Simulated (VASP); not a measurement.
Ge, 2 atoms in the cell. The structure is hexagonal, space group P6_3/mmc (No. 194). The conventional cell has a = 3.044 Å, b = 3.044 Å, c = 4.715 Å, α = 90.00°, β = 90.00°, γ = 120.00°. Ge (site symmetry -6m2) has 12 Ge at 2.94 to 3.04 Å as nearest neighbours. This isn't the form of Ge at room conditions, which is diamond.

```yaml
Program: VASP 6.6.1
Task: single point
Functional: revPBE
Potentials_or_basis: VASP PAW PBE potentials, release 64 (Ge_d)
Cutoff: 520 eV
k_mesh: 13 × 13 × 8
Occupations: fermi-dirac, width 0.1 eV
Spin: no spin polarisation
Dipole_correction: no
Further_INCAR_settings: ALGO = Fast; EDIFF = 1e-06; NBANDS = 21
```

Potentials or basis: VASP PAW PBE potentials, release 64 (Ge_d).

Command:

```console
$ cat potpaw_PBE.64/Ge_d/POTCAR > POTCAR
$ mpirun -np 1 vasp_std > vasp.out
```

Hardware: 1 thread of Intel(R) Xeon(R) Platinum 8488C (Sapphire Rapids), on a shared host.

Q: How long does it take, and how much memory?

A: Run time: 50 s on 1 thread of Intel(R) Xeon(R) Platinum 8488C (Sapphire Rapids) (shared host), peak memory 0.19 GiB. Counts: scf iterations 12, k points 105.
